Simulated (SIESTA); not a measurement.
CdTe under changes of volume

One of the cells (32.922 Å³/atom); the others are scaled copies at fixed shape and fractional positions:

```
Te Cd
1.0
     0.00000    3.20500    3.20500
     3.20500    0.00000    3.20500
     3.20500    3.20500    0.00000
Te Cd
1 1
Direct
  0.75000 0.75000 0.75000
  0.00000 0.00000 0.00000
```

```yaml
Program: SIESTA 5.4.2
Functional: PBEsol
Potentials_or_basis: PseudoDojo 0.4 standard (PBEsol files)
Basis: DZP (energy shift 0.002 Ry)
Grid_cutoff: 800 Ry
Energy_shift: 0.002 Ry
k_mesh: 7 × 7 × 7
Occupations: fermi-dirac, width 0.05 eV
Spin: no spin polarisation
```

```tsv
volume (Å³/atom)	energy over the lowest point (meV/atom)	pressure (GPa)	gap on the mesh (eV)
30.947	57.82	6.0	1.35
31.605	36.13	4.6	1.26
32.263	?	?	?
32.922	9.19	2.1	1.09
33.580	2.58	1.1	1.01
34.239	0.00	0.2	0.93
34.897	1.51	-0.7	0.86
```

**Question.** What does the run at 32.263 Å³/atom give?

**Answer.** Energy over the lowest point 20.16 meV/atom; pressure 3.2 GPa; gap on the mesh 1.18 eV.

Worked out: A Birch-Murnaghan fit of order 3 (a polynomial in V^(-2/3)) to the other rows has its minimum at 34.33 Å³/atom with B0 = V·E''(V) = 47 GPa and B' = 4.0. It gives 20.17 meV/atom at 32.263 Å³/atom, against the run's 20.16, and -dE/dV = 3.3 GPa, against 3.2. A straight line through the other rows of the gap, of slope -4.1 eV per unit of ln V (its deformation potential), gives 1.18 eV, against the run's 1.18.

Energies are extrapolated to zero smearing.

Caveats: semicore shells carry a single zeta, which can move pressures by several GPa and volumes by a few percent; spin-orbit coupling is left out, which moves the levels of the heavy elements; an odd mesh through Γ misses points on the zone boundary, where band edges often lie; the basis of atomic orbitals isn't converged, which shifts pressures, moduli and gaps.
